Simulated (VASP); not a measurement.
# CdS (Hawleyite): accuracy against cost in the SCF solver and plane-wave cutoff

Aim: find what the SCF solver and plane-wave cutoff change for CdS (Hawleyite), and what they cost. The atoms are off their equilibrium sites, so that forces can be compared too. The series runs use PBE. The SCF solver tried: ALGO = Normal; ALGO = Fast; ALGO = VeryFast; ALGO = All; ALGO = Damped; AMIX = 0.1, BMIX = 0.01; AMIX = 0.8; IMIX = 1, AMIX = 0.2. The plane-wave cutoff tried: ENCUT = 160; ENCUT = 210; ENCUT = 250; ENCUT = 270; ENCUT = 320; ENCUT = 360; ENCUT = 440; ENCUT = 550. The atoms of the start are displaced at random from the sites of a F-43m cell.

Calculated with VASP 6.6.1; PBE; plane waves and PAW (Cd, S).

### 1. Set-up

It takes space group P1 (No. 1, triclinic). The conventional cell has a = 4.125 Å, b = 4.125 Å, c = 4.125 Å, α = 60.00°, β = 60.00°, γ = 60.00°. Cd has 4 S at 2.48 to 2.61 Å nearest. Nearest to S lie 4 Cd at 2.48 to 2.61 Å. Farther neighbours and most contacts between anions are not listed.

### 2. SCF solver: ALGO = Normal

All solvers should reach one answer; they differ in cycles and robustness. PBE, the usual starting point, adds the gradient of the density.

File INCAR:

```
SYSTEM = CdS
PREC = Accurate
ENCUT = 400
EDIFF = 1E-06
NELM = 100
ISMEAR = -1
SIGMA = 0.05
LREAL = .FALSE.
ALGO = Normal
GGA = PE
NBANDS = 15
LORBIT = 11
LWAVE = .FALSE.
LCHARG = .FALSE.
KPAR = 2
ISIF = 2
```

File POSCAR:

```
CdS
1.0
    0.0000000000      2.9165000000      2.9165000000
    2.9165000000      0.0000000000      2.9165000000
    2.9165000000      2.9165000000      0.0000000000
Cd S
1 1
Direct
   -0.0103480000      0.0223960000     -0.0034000000
    0.2487080000      0.2471110000      0.2497450000
```

File KPOINTS:

```
Automatic mesh
0
Gamma
8 8 8
0 0 0
```

The projector-augmented-wave data sets are Cd and S (PBE family, release 64).

Launch:

```
> mpirun -np 2 vasp_std
```

The program printed:

```text
[banner, memory and clock lines left out]
running    2 mpi-ranks, on    1 nodes
 distrk:  each k-point on    1 cores,    2 groups
 distr:  one band on    1 cores,    1 groups

 POSCAR found type information on POSCAR CdS
 POSCAR found :  2 types and       2 ions
 LDA part: xc-table for (Slater+PW92), standard interpolation
 POSCAR, INCAR and KPOINTS ok, starting setup
 FFT: planning ... GRIDC
 FFT: planning ... GRID_SOFT
 FFT: planning ... GRID
 WAVECAR not read
 entering main loop
       N       E                     dE             d eps       ncg     rms          rms(c)
DAV:   1     0.922347724765E+02    0.92235E+02   -0.79788E+03  8128   0.889E+02
DAV:   2    -0.318510624078E+01   -0.95420E+02   -0.91165E+02  9501   0.243E+02
DAV:   3    -0.662759623142E+01   -0.34425E+01   -0.34366E+01  9620   0.486E+01
DAV:   4    -0.664917391972E+01   -0.21578E-01   -0.21576E-01  9900   0.371E+00
DAV:   5    -0.664947645318E+01   -0.30253E-03   -0.30253E-03  9767   0.413E-01    0.821E+00
DAV:   6    -0.611933006536E+01    0.53015E+00   -0.88815E-01 11625   0.123E+01    0.654E+00
DAV:   7    -0.609956938179E+01    0.19761E-01   -0.20969E-01  9592   0.330E+00    0.319E+00
DAV:   8    -0.609973253545E+01   -0.16315E-03   -0.19510E-02  9270   0.188E+00    0.315E-01
DAV:   9    -0.609959209723E+01    0.14044E-03   -0.23690E-03 10201   0.758E-01    0.653E-02
DAV:  10    -0.609972111369E+01   -0.12902E-03   -0.27423E-04  9200   0.172E-01    0.695E-02
DAV:  11    -0.609979955875E+01   -0.78445E-04   -0.11939E-04  9292   0.985E-02    0.180E-02
DAV:  12    -0.609979087643E+01    0.86823E-05   -0.31598E-05 11127   0.771E-02    0.994E-03
DAV:  13    -0.609979209033E+01   -0.12139E-05   -0.46851E-06  8668   0.142E-02    0.121E-02
DAV:  14    -0.609979189373E+01    0.19661E-06   -0.24020E-07  6756   0.302E-03
   1 F= -.60997919E+01 E0= -.60997918E+01  d E =-.107262E-06
```

Elapsed: 92 s, on 2 MPI ranks of AMD EPYC 7R43, shared host; peak memory 0.43 GiB.

Lines that name or quote the potential files are left out of all logs, and their timing lines are given in words.

Parts of OUTCAR (step 2):

```text
ion  position               nearest neighbor table
   1  0.990  0.022  0.997-   2 2.48   2 2.50   2 2.52   2 2.61
   2  0.249  0.247  0.250-   1 2.48   1 2.50   1 2.52   1 2.61

  LATTYP: Found a face centered cubic cell.
 ALAT       =     5.8330000000

 Subroutine GETGRP returns: Found  1 space group operations
 (whereof  1 operations were pure point group operations)

The static configuration has the point symmetry C_1 .

 Found    260 irreducible k-points:

   k-points           NKPTS =    260   k-points in BZ     NKDIM =    260   number of bands    NBANDS=     15

   dimension x,y,z NGX =    28 NGY =   28 NGZ =   28
   dimension x,y,z NGXF=    56 NGYF=   56 NGZF=   56

   ENCUT  =  400.0 eV  29.40 Ry    5.42 a.u.   6.73  6.73  6.73*2*pi/ulx,y,z

   NELECT =      18.0000    total number of electrons

 k-points in reciprocal lattice and weights: Automatic mesh
   0.00000000  0.00000000  0.00000000       0.002
   0.12500000  0.00000000  0.00000000       0.004
   0.00000000  0.12500000  0.00000000       0.004
   0.00000000  0.00000000  0.12500000       0.004
   0.12500000  0.12500000  0.12500000       0.004
   0.25000000  0.00000000  0.00000000       0.004
   0.00000000  0.25000000  0.00000000       0.004
   0.00000000  0.00000000  0.25000000       0.004
   0.25000000  0.25000000  0.25000000       0.004
[...]
0.25000000 -0.25000000  0.50000000       0.004
   0.50000000  0.25000000 -0.25000000       0.004

 average (electrostatic) potential at core
       1 -39.2884       2 -89.1683

 E-fermi :   1.9322

 k-point     1 :       0.0000    0.0000    0.0000
  band No.  band energies     occupation
    ...
      5      -5.9397      2.00000
      6      -5.9387      2.00000
      7       1.2933      1.99999
      8       1.3109      1.99999
      9       1.3301      1.99999
     10       2.4707      0.00004
     11       7.8586      0.00000
     12       7.8691      0.00000
     13       7.8900      0.00000
     14      12.7348      0.00000
    ...

 k-point     2 :       0.1250    0.0000    0.0000
  band No.  band energies     occupation
    ...
      5      -5.9421      2.00000
      6      -5.9408      2.00000
      7       0.2702      2.00000
      8       1.1615      2.00000
      9       1.2184      2.00000
     10       3.3156      0.00000
     11       7.6156      0.00000
     12       8.0419      0.00000
     13       8.1198      0.00000
     14      12.1724      0.00000
    ...

 k-point     3 :       0.0000    0.1250    0.0000
  band No.  band energies     occupation
    ...
      5      -5.9399      2.00000
      6      -5.9384      2.00000
      7       0.3392      2.00000
      8       1.1807      2.00000
      9       1.2042      2.00000
     10       3.2827      0.00000
     11       7.5754      0.00000
     12       8.0398      0.00000
     13       8.0748      0.00000
     14      12.2108      0.00000
    ...

  Total        0.9037596      0.9336109      0.9232749      0.3006427      0.4378611     -0.1994211
  in kB       29.1841836     30.1481428     29.8143740      9.7083458     14.1394019     -6.4397004
  external PRESSURE =      29.7155668 kB  Pullay stress =       0.0000000 kB

  energy-cutoff  :      400.00
  volume of cell :       49.62
      direct lattice vectors                 reciprocal lattice vectors
     0.000000000  2.916500000  2.916500000    -0.171438368  0.171438368  0.171438368
     2.916500000  0.000000000  2.916500000     0.171438368 -0.171438368  0.171438368
     2.916500000  2.916500000  0.000000000     0.171438368  0.171438368 -0.171438368

 POSITION                                       TOTAL-FORCE (eV/Angst)
 -----------------------------------------------------------------------------------
      2.97190      5.79290      2.95164        -0.308531      0.128446     -0.206113
      1.44908      1.45374      1.44606         0.308531     -0.128446      0.206113
 -----------------------------------------------------------------------------------
    total drift:                               -0.000101     -0.000280      0.000489

  FREE ENERGIE OF THE ION-ELECTRON SYSTEM (eV)
  ---------------------------------------------------
  free  energy   TOTEN  =        -6.0997918937 eV

  energy  without entropy=       -6.0997917865  energy(sigma->0) =       -6.09979184

 total charge
# of ion       s       p       d       tot
------------------------------------------
    1        0.428   0.328   9.561  10.318
    2        1.323   2.404   0.000   3.727
--------------------------------------------------
tot          1.752   2.732   9.561  14.045

[... 3 further parts left out ...]
```

The gap is read on the k-mesh alone, so it is an upper bound where the band edges lie off the mesh. Spin-orbit coupling is off here; it would split degenerate levels.

This step gave:

```yaml
scf_cycles: 14
electrons: 18
bands: 15
irreducible_k_points: 260
symmetry_operations: 1
free_energy_toten: -6.100 eV
fermi_energy: 1.932 eV
pressure: 2.972 GPa
metallic: no
valence_top_at_k: 0, 0, 0
conduction_bottom_at_k: 0, 0, 0
least_direct_gap_at_k: 0, 0, 0
gap_on_the_k_mesh: 1.141 eV
least_direct_gap_on_the_k_mesh: 1.141 eV
```

The series starts at -3.0499 eV an atom and 2.97 GPa, after 14 cycles in 92 s.

### 3. SCF solver: ALGO = Fast

INCAR, as its differences from that of step 2:

```diff
@@ -8,3 +8,3 @@
 LREAL = .FALSE.
-ALGO = Normal
+ALGO = Fast
 GGA = PE
```

POSCAR is that of step 2.

KPOINTS is that of step 2.

Launch:

```
> mpirun -np 2 vasp_std
```

The program printed:

```text
[... set-up lines as in an earlier step ...]
 entering main loop
       N       E                     dE             d eps       ncg     rms          rms(c)
[... 5 cycles as in an earlier step ...]
RMM:   6    -0.612303854966E+01    0.52644E+00   -0.76988E-01  7843   0.547E+00    0.669E+00
RMM:   7    -0.610061408447E+01    0.22424E-01   -0.17446E-01  8052   0.241E+00    0.290E+00
RMM:   8    -0.609919422117E+01    0.14199E-02   -0.11528E-02  8703   0.892E-01    0.819E-01
RMM:   9    -0.609963628460E+01   -0.44206E-03   -0.26731E-03  8970   0.413E-01    0.180E-01
RMM:  10    -0.609972191423E+01   -0.85630E-04   -0.54402E-04  8967   0.164E-01    0.836E-02
RMM:  11    -0.609979353868E+01   -0.71624E-04   -0.17573E-04  8523   0.107E-01    0.746E-02
RMM:  12    -0.609979059484E+01    0.29438E-05   -0.30678E-05  9152   0.419E-02    0.103E-02
RMM:  13    -0.609979144653E+01   -0.85170E-06   -0.75596E-06  7949   0.213E-02
   1 F= -.60997914E+01 E0= -.60997914E+01  d E =-.107060E-06
```

It took 81 s on 2 MPI ranks; peak memory 0.44 GiB; 2.7 min of CPU time.

OUTCAR, selected parts (step 3):

```text
  Total        0.9090407      0.9388800      0.9285474      0.3004925      0.4376447     -0.1993125
  in kB       29.3547222     30.3182912     29.9846321      9.7034960     14.1324145     -6.4361955
  external PRESSURE =      29.8858818 kB  Pullay stress =       0.0000000 kB

 POSITION                                       TOTAL-FORCE (eV/Angst)
 -----------------------------------------------------------------------------------
      2.97190      5.79290      2.95164        -0.308649      0.128512     -0.206201
      1.44908      1.45374      1.44606         0.308649     -0.128512      0.206201
 -----------------------------------------------------------------------------------
    total drift:                               -0.000077     -0.000319      0.000523

  FREE ENERGIE OF THE ION-ELECTRON SYSTEM (eV)
  ---------------------------------------------------
  free  energy   TOTEN  =        -6.0997914465 eV

  energy  without entropy=       -6.0997913395  energy(sigma->0) =       -6.09979139

[... 2 parts as in an earlier step ...]

[... 1 further part left out ...]
[key lines of the parts left out:]
E-fermi :   1.9317
```

Against the first of the series the energy stays within 0.01 meV an atom; the pressure moves by +0.02 GPa, after 13 cycles in 81 s.

### 4. SCF solver: ALGO = VeryFast

INCAR, as its differences from that of step 3:

```diff
@@ -8,3 +8,3 @@
 LREAL = .FALSE.
-ALGO = Fast
+ALGO = VeryFast
 GGA = PE
```

POSCAR is that of step 3.

KPOINTS is that of step 3.

Launch:

```
> mpirun -np 2 vasp_std
```

The program printed:

```text
[... set-up lines as in an earlier step ...]
 entering main loop
       N       E                     dE             d eps       ncg     rms          rms(c)
RMM:   1     0.172160155227E+03    0.17216E+03   -0.51623E+03  3900   0.737E+02
RMM:   2     0.318000781464E+02   -0.14036E+03   -0.13669E+03  3900   0.208E+02
RMM:   3    -0.123257204232E+01   -0.33033E+02   -0.26191E+02  3900   0.966E+01
RMM:   4    -0.577091693774E+01   -0.45383E+01   -0.37893E+01  3900   0.392E+01
[...]
RMM:  18    -0.609978961624E+01   -0.28025E-04   -0.49384E-05  8962   0.565E-02    0.582E-03
RMM:  19    -0.609979190483E+01   -0.22886E-05   -0.86031E-06  9012   0.267E-02    0.701E-03
RMM:  20    -0.609979175150E+01    0.15334E-06   -0.22349E-06  7114   0.145E-02
   1 F= -.60997918E+01 E0= -.60997917E+01  d E =-.107183E-06
```

The job ended after 96 s (2 MPI ranks; peak memory 0.42 GiB).

OUTCAR, selected parts (step 4):

```text
  Total        0.9074791      0.9373360      0.9269968      0.3006235      0.4378280     -0.1994067
  in kB       29.3042962     30.2684332     29.9345599      9.7077264     14.1383311     -6.4392374
  external PRESSURE =      29.8357631 kB  Pullay stress =       0.0000000 kB

 POSITION                                       TOTAL-FORCE (eV/Angst)
 -----------------------------------------------------------------------------------
      2.97190      5.79290      2.95164        -0.308611      0.128482     -0.206169
      1.44908      1.45374      1.44606         0.308611     -0.128482      0.206169
 -----------------------------------------------------------------------------------
    total drift:                               -0.000167     -0.000242      0.000446

  FREE ENERGIE OF THE ION-ELECTRON SYSTEM (eV)
  ---------------------------------------------------
  free  energy   TOTEN  =        -6.0997917515 eV

  energy  without entropy=       -6.0997916443  energy(sigma->0) =       -6.09979170

[... 2 parts as in an earlier step ...]

[... 1 further part left out ...]
[key lines of the parts left out:]
E-fermi :   1.9322
```

Against the first of the series the energy stays within 0.01 meV an atom; the pressure moves by +0.01 GPa, after 20 cycles in 96 s.

### 5. SCF solver: ALGO = All

INCAR, as its differences from that of step 4:

```diff
@@ -8,3 +8,3 @@
 LREAL = .FALSE.
-ALGO = VeryFast
+ALGO = All
 GGA = PE
```

POSCAR is that of step 4.

KPOINTS is that of step 4.

Launch:

```
> mpirun -np 2 vasp_std
```

The program printed:

```text
[... set-up lines as in an earlier step ...]
 entering main loop
       N       E                     dE             d eps       ncg     rms           ort
DAV:   1     0.922347724765E+02    0.92235E+02   -0.83912E+03  3900   0.948E+02
DAV:   2    -0.318510624078E+01   -0.95420E+02   -0.91165E+02  3900   0.243E+02
DAV:   3    -0.662759623142E+01   -0.34425E+01   -0.34366E+01  3900   0.486E+01
DAV:   4    -0.664917391972E+01   -0.21578E-01   -0.21576E-01  3900   0.371E+00
DAV:   5    -0.664947645318E+01   -0.30253E-03   -0.30253E-03  3900   0.413E-01
SDA:   6    -0.529584996470E+01    0.13536E+01   -0.30253E-03  3900   0.311E+01   0.000E+00
 gam= 0.000 g(H,U,f)=  0.188E+01 0.122E+01 0.193E-08 ort(H,U,f) = 0.000E+00 0.000E+00 0.000E+00
 gam= 0.000 trial= 0.400  step=  0.4529 mean=  0.4000
CGA:   7    -0.599925113774E+01   -0.70340E+00   -0.70342E+00  3900   0.245E+00   0.188E-02
 gam= 0.079 g(H,U,f)=  0.164E+00 0.805E-01 0.536E-08 ort(H,U,f) =-0.306E+00 0.307E+00 0.180E-07
 gam= 0.079 trial= 0.405  step=  0.6557 mean=  0.4053
[...]
gam= 0.110 g(H,U,f)=  0.442E-04 0.235E-05 0.357E-13 ort(H,U,f) = 0.271E-05 0.278E-05 0.151E-13
 gam= 0.110 trial= 0.515  step=  0.6855 mean=  0.5149
CGA:  12    -0.609978912242E+01   -0.15725E-04   -0.16175E-04  3900   0.844E-05  -0.527E-05
 gam= 0.181 g(H,U,f)=  0.793E-05 0.506E-06 0.650E-13 ort(H,U,f) =-0.484E-05-0.436E-06-0.722E-13
 gam= 0.181 trial= 0.532  step=  0.5620 mean=  0.5320
CGA:  13    -0.609979124495E+01   -0.21225E-05   -0.21021E-05  3900   0.112E-05   0.136E-05
 gam= 0.133 g(H,U,f)=  0.106E-05 0.664E-07 0.508E-14 ort(H,U,f) = 0.120E-05 0.160E-06 0.146E-13
 gam= 0.133 trial= 0.535  step=  0.5257 mean=  0.5350
SDA:  14    -0.609979158660E+01   -0.34165E-06   -0.34335E-06  3900   0.340E-06   0.405E-06
 gam= 0.000 g(H,U,f)=  0.303E-06 0.365E-07 0.189E-14 ort(H,U,f) = 0.351E-06 0.544E-07 0.417E-14
 gam= 0.000 trial= 0.534  step= -9.3761 mean=  0.5340
  continued last = 1.202  step=  1.0452 harm=  1.1776 4th-ord=  1.0452
  continued last = 0.801  step=  1.1800 harm=  1.1800 4th-ord=  1.3171
  steps along line     -0.53404E-04   0.53404E-04   0.53404E+00   0.12016E+01   0.80107E+00
  energies along line   0.18149E-10  -0.18149E-10  -0.18666E-06  -0.26603E-06  -0.23878E-06
 final diagonalization occupied
   1 F= -.60997916E+01 E0= -.60997915E+01  d E =-.107196E-06
```

It took 84 s on 2 MPI ranks; peak memory 0.65 GiB; 2.8 min of CPU time.

OUTCAR, selected parts (step 5):

```text
  Total        0.9099317      0.9397844      0.9294483      0.3006424      0.4378537     -0.1994197
  in kB       29.3834943     30.3474980     30.0137246      9.7083378     14.1391618     -6.4396580
  external PRESSURE =      29.9149057 kB  Pullay stress =       0.0000000 kB

 POSITION                                       TOTAL-FORCE (eV/Angst)
 -----------------------------------------------------------------------------------
      2.97190      5.79290      2.95164        -0.308434      0.128401     -0.206050
      1.44908      1.45374      1.44606         0.308434     -0.128401      0.206050
 -----------------------------------------------------------------------------------
    total drift:                                0.000015     -0.000338      0.000566

  FREE ENERGIE OF THE ION-ELECTRON SYSTEM (eV)
  ---------------------------------------------------
  free  energy   TOTEN  =        -6.0997915866 eV

  energy  without entropy=       -6.0997914794  energy(sigma->0) =       -6.09979153

[... 2 parts as in an earlier step ...]

[... 1 further part left out ...]
[key lines of the parts left out:]
E-fermi :   1.9324
```

Against the first of the series the energy stays within 0.01 meV an atom; the pressure moves by +0.02 GPa, after 14 cycles in 84 s.

### 6. SCF solver: ALGO = Damped

INCAR, as its differences from that of step 5:

```diff
@@ -8,3 +8,3 @@
 LREAL = .FALSE.
-ALGO = All
+ALGO = Damped
 GGA = PE
```

POSCAR is that of step 5.

KPOINTS is that of step 5.

Launch:

```
> mpirun -np 2 vasp_std
```

The program printed:

```text
[... set-up lines as in an earlier step ...]
 entering main loop
       N       E                     dE             d eps       ncg     rms           ort
DAV:   1     0.170516398519E+03    0.17052E+03   -0.76105E+03  3900   0.948E+02
DAV:   2     0.196933385330E+02   -0.15082E+03   -0.13912E+03  3900   0.314E+02
DAV:   3    -0.356248960958E+01   -0.23256E+02   -0.22640E+02  3900   0.122E+02
DAV:   4    -0.640285640135E+01   -0.28404E+01   -0.28041E+01  3900   0.464E+01
[...]
DMP:  18    -0.609978748537E+01   -0.23746E-05   -0.52206E-05  3900   0.176E-04  -0.118E-04
DMP:  19    -0.609979053852E+01   -0.30531E-05   -0.30715E-05  3900   0.595E-05   0.454E-05
DMP:  20    -0.609979139726E+01   -0.85874E-06   -0.28166E-06  3900   0.804E-06  -0.262E-06
 final diagonalization occupied
   1 F= -.60997914E+01 E0= -.60997913E+01  d E =-.107044E-06
```

Elapsed: 72 s, on 2 MPI ranks; peak memory 0.66 GiB; 2.3 min of CPU time.

Parts of OUTCAR (step 6):

```text
  Total        0.8906800      0.9205297      0.9101945      0.3008387      0.4381349     -0.1995747
  in kB       28.7618175     29.7257262     29.3919796      9.7146770     14.1482427     -6.4446618
  external PRESSURE =      29.2931744 kB  Pullay stress =       0.0000000 kB

 POSITION                                       TOTAL-FORCE (eV/Angst)
 -----------------------------------------------------------------------------------
      2.97190      5.79290      2.95164        -0.308858      0.128604     -0.206316
      1.44908      1.45374      1.44606         0.308858     -0.128604      0.206316
 -----------------------------------------------------------------------------------
    total drift:                               -0.000368     -0.000134      0.000264

  FREE ENERGIE OF THE ION-ELECTRON SYSTEM (eV)
  ---------------------------------------------------
  free  energy   TOTEN  =        -6.0997913973 eV

  energy  without entropy=       -6.0997912902  energy(sigma->0) =       -6.09979134

[... 2 parts as in an earlier step ...]

[... 1 further part left out ...]
[key lines of the parts left out:]
E-fermi :   1.9320
```

Against the first of the series the energy stays within 0.01 meV an atom; the pressure moves by -0.04 GPa, after 20 cycles in 72 s.

[end of part 1 of 3]

[Lines on the potential files, build, host, timing and source positions are cut from VASP's logs without a mark.]

[Logs are printed without paths, hosts, clocks, repeated set-up lines and the standing remarks that a program may print on its own settings, such as how far it seeks lower states.]

[Hosts, paths, dates, database ids (printed as entryN), source tags and the programs' standing remarks are cut or masked in the printed files.]

[A measured line is paired with the nearest computed mode of its activity, which favours agreement.]

[In band tables of VASP the shares of atoms and orbitals are scaled to a sum of 1 inside the atoms' spheres.]
